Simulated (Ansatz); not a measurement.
NbP:

```
Nb P
1.0
    -1.67492    1.67492    5.74011
     1.67492   -1.67492    5.74011
     1.67492    1.67492   -5.74011
Nb P
2 2
Direct
  0.24988 0.74988 0.50000
  0.49988 0.49988 0.00000
  0.83275 0.33275 0.50000
  0.08275 0.08275 0.00000
```

The cell is a database's computed one.

Program: Ansatz 0.2.0. Alike in all runs: task band structure; potentials or basis Ansatz PAW; cell as given; smearing fermi-dirac 0.05 eV.

Problem. Order these runs on this cell by their pressure, lowest first.
A. level PBEsol; spin SOC, no magnetisation; k mesh 8 × 8 × 8; cutoff (eV) 420
B. level revPBE; spin off; k mesh 11 × 11 × 11; cutoff (eV) 420
C. level BLYP; spin off; k mesh 11 × 11 × 11; cutoff (eV) 420
D. level r2SCAN; spin off; k mesh 11 × 11 × 11; cutoff (eV) 500

Solution. A (-6.3 GPa), D (-1.6 GPa), B (0.8 GPa), C (7.7 GPa).

Caveats: the PAW data sets come from PBE, with cores solved anew for the run's functional, which leaves a small shift of forces and pressure.

Runs at the PBE level aren't shown here.
